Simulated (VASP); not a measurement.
# C (Fd-3m) in VASP: further runs

Runs on C. Level: PBE. Tasks: relaxation of cell and atoms.

Everything below comes from runs of VASP 6.6.1. Logs are shortened: lines on timing, memory, paths and dates and some standing lists are left out, and cuts for length are marked.

**1. The structure**

It takes space group Fd-3m (No. 227, cubic). The conventional cell has a = 3.561 Å, b = 3.561 Å, c = 3.561 Å, α = 90.00°, β = 90.00°, γ = 90.00°. C (site symmetry -43m) is surrounded by 4 C at 1.54 Å.

This isn't the form of C at room conditions, which is graphite.

**2. Relaxation of cell and atoms, PBE**

The input, INCAR:

```
SYSTEM = C
PREC = Accurate
ENCUT = 600
EDIFF = 1E-6
ISMEAR = 0
SIGMA = 0.02
LREAL = .False.
LASPH = .True.
NELM = 120
ALGO = Normal
ISIF = 3
LWAVE = .False.
LCHARG = .False.
GGA = PE
IBRION = 2
NSW = 80
EDIFFG = -0.005
KPAR = 2
```

The input, KPOINTS:

```
Automatic mesh
0
Gamma
  14 14 14
  0 0 0
```

The input, POSCAR:

```
C
1.0
    0.0000000000      1.7803726000      1.7803726000
    1.7803726000      0.0000000000      1.7803726000
    1.7803726000      1.7803726000      0.0000000000
C
2
Direct
    0.0000000000      0.0000000000      0.0000000000
    0.2500000000      0.2500000000      0.2500000000
```

Potentials or basis: VASP PAW PBE potentials, release 64 (C).

The run is started by

```
$ cat potpaw_PBE.64/C/POTCAR > POTCAR
$ mpirun -np 2 vasp_std > vasp.out
```

OUTCAR:

```text
SYSTEM = C
   PREC = Accurate
   ENCUT = 600
   EDIFF = 1E-6
   ISMEAR = 0
   LREAL = .False.
   LASPH = .True.
   NELM = 120
   ISIF = 3
   GGA = PE
   IBRION = 2
   NSW = 80
   EDIFFG = -0.005

 ion  position               nearest neighbor table
   1  0.000  0.000  0.000-   2 1.54   2 1.54   2 1.54   2 1.54
   2  0.250  0.250  0.250-   1 1.54   1 1.54   1 1.54   1 1.54

  LATTYP: Found a face centered cubic cell.
 ALAT       =     3.5607452000

  Lattice vectors:

 A1 = (   0.0000000000,   1.7803726000,   1.7803726000)
 A2 = (   1.7803726000,   0.0000000000,   1.7803726000)
 A3 = (   1.7803726000,   1.7803726000,   0.0000000000)

Analysis of symmetry for initial positions (statically):
=====================================================================
 Subroutine PRICEL returns:
 Original cell was already a primitive cell.

 Routine SETGRP: Setting up the symmetry group for a
 face centered cubic supercell.

 Subroutine GETGRP returns: Found 48 space group operations
 (whereof 24 operations were pure point group operations)
 out of a pool of 48 trial point group operations.

The static configuration has the point symmetry T_d .
 The point group associated with its full space group is O_h .

Analysis of symmetry for dynamics (positions and initial velocities):
=====================================================================
 Subroutine PRICEL returns:
 Original cell was already a primitive cell.

 Routine SETGRP: Setting up the symmetry group for a
 face centered cubic supercell.

 Subroutine GETGRP returns: Found 48 space group operations
 (whereof 24 operations were pure point group operations)
 out of a pool of 48 trial point group operations.

The dynamic configuration has the point symmetry T_d .
 The point group associated with its full space group is O_h .

 Subroutine INISYM returns: Found 48 space group operations
 (whereof 24 operations are pure point group operations),
 and found     1 'primitive' translations

----------------------------------------------------------------------------------------

                                     Primitive cell

  volume of cell :      11.2866

  direct lattice vectors                    reciprocal lattice vectors
     0.000000000  1.780372600  1.780372600    -0.280840089  0.280840089  0.280840089
     1.780372600  0.000000000  1.780372600     0.280840089 -0.280840089  0.280840089
     1.780372600  1.780372600  0.000000000     0.280840089  0.280840089 -0.280840089

  length of vectors
     2.517827077  2.517827077  2.517827077     0.486429303  0.486429303  0.486429303

  position of ions in fractional coordinates (direct lattice)
     0.000000000  0.000000000  0.000000000
     0.250000000  0.250000000  0.250000000

[... 68 lines left out ...]
   ISTART =      0    job   : 0-new  1-cont  2-samecut
   ICHARG =      2    charge: 1-file 2-atom 10-const
   ISPIN  =      1    spin polarized calculation?
   LNONCOLLINEAR =      F non collinear calculations
   LSORBIT =      F    spin-orbit coupling
   LASPH  =      T    aspherical Exc in radial PAW
   ENCUT  =  600.0 eV  44.10 Ry    6.64 a.u.   5.03  5.03  5.03*2*pi/ulx,y,z
   NELM   =    120;   NELMIN=  2; NELMDL= -5     # of ELM steps
   EDIFF  = 0.1E-05   stopping-criterion for ELM
   LREAL  =      F    real-space projection
   EDIFFG = -.5E-02   stopping-criterion for IOM
   NSW    =     80    number of steps for IOM
   IBRION =      2    ionic relax: 0-MD 1-quasi-New 2-CG
   NFREE  =      1    steps in history (QN), initial steepest desc. (CG)
   ISIF   =      3    stress and relaxation
   ISYM   =      2    0-nonsym 1-usesym 2-fastsym
   POTIM  = 0.5000    time-step for ionic-motion
   TEBEG  =    0.0;   TEEND  =   0.0 temperature during run
   PSTRESS=    0.0 pullay stress
   NELECT =       8.0000    total number of electrons
   NUPDOWN=      -1.0000    fix difference up-down
   EMIN   =  10.00;   EMAX   =-10.00  energy-range for DOS
   EFERMI =   0.00;   METHOD = LEGACY
   ISMEAR =     0;   SIGMA  =   0.02  broadening in eV -4-tet -1-fermi 0-gaus
   EFERMI_NEDOS =   21; number of points for ismear=-14 and -15
   IALGO  =     38    algorithm
   IMIX   =      4    mixing-type and parameters
     AMIX     =   0.40;   BMIX     =  1.00
     AMIX_MAG =   1.60;   BMIX_MAG =  1.00
  volume/ion in A,a.u.               =       5.64        38.08
  Fermi-wavevector in a.u.,A,eV,Ry     =   1.459656  2.758350 28.988524  2.130596
  Thomas-Fermi vector in A             =   2.576198
   LORBIT       =      0    0 simple, 1 ext, 2 COOP (PROOUT), +10 PAW based schemes
   GGA     = PE    functional components
   LHFCALC =     F    Hartree Fock is set to
   AEXX    =    0.0000 exact exchange contribution
   IVDW    =     0    specifies the selected vdW correction
   LEPSILON=     F    determine dielectric tensor
   LRPA    =     F    only Hartree local field effects (RPA)
 conjugate gradient relaxation of ions
 non-spin polarized calculation
 Gauss-broadening in eV      SIGMA  =   0.02
  energy-cutoff  :      600.00
  volume of cell :       11.29
 maximum number of plane-waves:       388
   NGX =  9   NGY =  9   NGZ =  9

--------------------------------------- Ionic step        1  -------------------------------------------

 number of electron       7.9999999 magnetization

 Free energy of the ion-electron system (eV)
  ---------------------------------------------------
  ext. energy  EPLUGINS =         0.00000000
  ---------------------------------------------------
  free energy    TOTEN  =       -18.18879300 eV

  energy without entropy =      -18.18879300  energy(sigma->0) =      -18.18879300

 E-fermi :  10.0102     XC(G=0): -13.2761

 val. band max:        9.8016273458   @ k =   0.0000   0.0000   0.0000
 cond. band min:      13.9426698600   @ k =   0.3571   0.3571   0.0000
 fundamental gap:      4.1410425141
 Fermi energy:        10.0102272485

 k-point     1 :       0.0000    0.0000    0.0000
  band No.  band energies     occupation
      1     -11.7428      2.00000
      2       9.8016      2.00000
      3       9.8016      2.00000
      4       9.8016      2.00000
      5      15.4058      0.00000
      6      15.4058      0.00000
      7      15.4058      0.00000
      8      23.2488      0.00000
[... 324 lines left out ...]
--------------------------------------- Ionic step        3  -------------------------------------------

 number of electron       7.9999999 magnetization

 Free energy of the ion-electron system (eV)
  ---------------------------------------------------
  ext. energy  EPLUGINS =         0.00000000
  ---------------------------------------------------
  free energy    TOTEN  =       -18.19008574 eV

  energy without entropy =      -18.19008574  energy(sigma->0) =      -18.19008574

 E-fermi :   9.8564     XC(G=0): -13.2300

 val. band max:        9.6690536723   @ k =   0.0000   0.0000   0.0000
 cond. band min:      13.7898539392   @ k =   0.3571   0.3571   0.0000
 fundamental gap:      4.1208002670
 Fermi energy:         9.8564257159

 k-point     1 :       0.0000    0.0000    0.0000
  band No.  band energies     occupation
      1     -11.7521      2.00000
      2       9.6691      2.00000
      3       9.6691      2.00000
      4       9.6691      2.00000
      5      15.2479      0.00000
      6      15.2479      0.00000
      7      15.2479      0.00000
      8      22.9063      0.00000
[... 282 lines left out ...]
  FREE ENERGIE OF THE ION-ELECTRON SYSTEM (eV)
  ---------------------------------------------------
  free  energy   TOTEN  =       -18.1900857415 eV

  energy  without entropy=      -18.1900857415  energy(sigma->0) =      -18.19008574

 reached required accuracy - stopping structural energy minimisation
```

OSZICAR:

```text
N       E                     dE             d eps       ncg     rms          rms(c)
DAV:   1     0.250930297718E+01    0.25093E+01   -0.55830E+03  1704   0.111E+03
DAV:   2    -0.187011361963E+02   -0.21210E+02   -0.20476E+02  2616   0.122E+02
DAV:   3    -0.188360140469E+02   -0.13488E+00   -0.13488E+00  1760   0.128E+01
[... 17 lines left out ...]
       N       E                     dE             d eps       ncg     rms          rms(c)
DAV:   1    -0.181906669798E+02   -0.25407E-02   -0.39816E-02  2016   0.208E+00    0.180E-01
DAV:   2    -0.181902511713E+02    0.41581E-03   -0.33868E-04  1848   0.182E-01    0.933E-02
DAV:   3    -0.181900859970E+02    0.16517E-03   -0.34211E-04  1816   0.147E-01    0.147E-02
DAV:   4    -0.181900857415E+02    0.25556E-06   -0.66797E-07  1624   0.114E-02
   3 F= -.18190086E+02 E0= -.18190086E+02  d E =-.129274E-02
```

Run time: 9.4 s. Hardware: 2 MPI ranks of Intel Xeon Platinum 8488C (Sapphire Rapids), shared host; peak memory 0.11 GiB.

Results:

* Free energy: -18.1901 eV
* Relaxed volume: 5.70 Å³/atom
* Relaxed cell: a = 2.526 Å, b = 2.526 Å, c = 2.526 Å, α = 60.00°, β = 60.00°, γ = 60.00°
* Space group after relaxing (to 0.05 Å): Fd-3m (No. 227)
* Energy gained by relaxing: 0.6 meV/atom
* Ionic steps: 3
* Pressure after relaxing: 0.0 GPa
* Band gap on the k mesh: 4.12 eV, indirect (least direct gap 5.58 eV)

Step by step:
```
step  energy change (eV)  largest force (eV/Å)  pressure (GPa)  volume (Å³)
   1              0.0000                0.0000            4.03        11.29
   2              0.0007                0.0000           -4.79        11.52
   3             -0.0013                0.0000            0.01        11.39
```

Final structure:
```
C
1.0
     0.00000    1.78582    1.78582
     1.78582    0.00000    1.78582
     1.78582    1.78582    0.00000
C
2
Direct
  0.00000 0.00000 0.00000
  0.25000 0.25000 0.25000
```

Levels at points of the mesh, in eV from the valence-band top:
```csv
k point,band 1,band 2,band 3,band 4,band 5,band 6,band 7,band 8
"(0.00, 0.00, 0.00)",-21.42,0.00,0.00,0.00,5.58,5.58,5.58,13.24
"(0.50, 0.00, 0.00)",-15.67,-13.33,-2.79,-2.79,8.44,8.44,8.79,15.66
"(0.50, 0.50, 0.00)",-12.74,-12.74,-6.27,-6.27,4.75,4.75,16.74,16.74
```

**3. Relaxation of cell and atoms, PBE**

This run uses another cell than the first one, of 5.70 Å³/atom, 1.009 times its volume.

INCAR is that of step 2.

KPOINTS is that of step 2.

The input, POSCAR:

```
C                                       
1.0
    0.0000000000      1.7858179493      1.7858179493
    1.7858179493      0.0000000000      1.7858179493
    1.7858179493      1.7858179493      0.0000000000
  C             
     2
Direct
     0.0000000000000000    0.0000000000000000    0.0000000000000000
     0.2500000000000000    0.2500000000000000    0.2500000000000000
```

Potentials or basis: VASP PAW PBE potentials, release 64 (C).

The run is started by

```
$ cat potpaw_PBE.64/C/POTCAR > POTCAR
$ mpirun -np 2 vasp_std > vasp.out
```

It took 4 s on 2 MPI ranks of Intel Xeon Platinum 8488C (Sapphire Rapids), shared host; peak memory 0.11 GiB.

Results (log left out):

```yaml
Free_energy: -18.1905 eV
Pressure_after_relaxing: 0.0 GPa
Band_gap_on_the_k_mesh: 4.12 eV, indirect (least direct gap 5.58 eV)
```

Final structure:
```
CELL_PARAMETERS angstrom
0.00000 1.78582 1.78582
1.78582 0.00000 1.78582
1.78582 1.78582 0.00000
ATOMIC_POSITIONS crystal
C 0.00000 0.00000 0.00000
C 0.25000 0.25000 0.25000
```

Levels at points of the mesh, in eV from the valence-band top:
```
           k point  band 1  band 2  band 3  band 4  band 5  band 6  band 7  band 8
(0.00, 0.00, 0.00)  -21.42    0.00    0.00    0.00    5.58    5.58    5.58   13.24
(0.50, 0.00, 0.00)  -15.67  -13.33   -2.79   -2.79    8.44    8.44    8.79   15.66
(0.50, 0.50, 0.00)  -12.74  -12.74   -6.27   -6.27    4.75    4.75   16.74   16.74
```

Caveat: the relaxation stopped at its first step, so nothing moved.
